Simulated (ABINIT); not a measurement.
A run of ABINIT 10.8.3 (patched build):

The input run.abi:

```
pp_dirpath "./"
pseudos "La.LDA_PW-JTH.xml, O.LDA_PW-JTH.xml"

acell 7.4280936462 7.4280936462 11.5499182392
rprim
     1.0000000000     0.0000000000     0.0000000000
    -0.5000000000     0.8660254038     0.0000000000
     0.0000000000     0.0000000000     1.0000000000
ntypat 2
znucl 57 8
natom 5
typat 1 1 2 2 2
xred
     0.3333333333     0.6666666667     0.2462356800
     0.6666666667     0.3333333333     0.7537643200
     0.0000000000     0.0000000000     0.0000000000
     0.3333333333     0.6666666667     0.6458906500
     0.6666666667     0.3333333333     0.3541093500
chkprim 0
chksymtnons 0
tolsym 1.0e-6

ecut 23.0
pawecutdg 45.0

kptopt 1
ngkpt 6 6 4
nshiftk 1
shiftk 0.0 0.0 0.0

ixc 7

nband 27
occopt 3
tsmear 0.05 eV

nstep 100
tolvrs 1.0e-9

iomode 3
prtwf 0
prtden 0
prteig 0
prtebands 0

ionmov 2
ntime 60
tolmxf 5.0e-5
optcell 2
dilatmx 1.08
ecutsm 0.5
```

Potentials or basis: JTH PAW LDA v2.0.

Command:

```bash
$ abinit run.abi > log 2>&1
```

Hardware: 1 thread of Arm Neoverse V2 (shared host).

Question: How long does it take, and how much memory?

Answer: It took 20 min on 1 thread of Arm Neoverse V2, with other jobs on the host, peak memory 0.22 GiB. Counts: scf iterations 174, mpi ranks 1, k points 24, bands 27, plane waves 3681, ion steps 13.
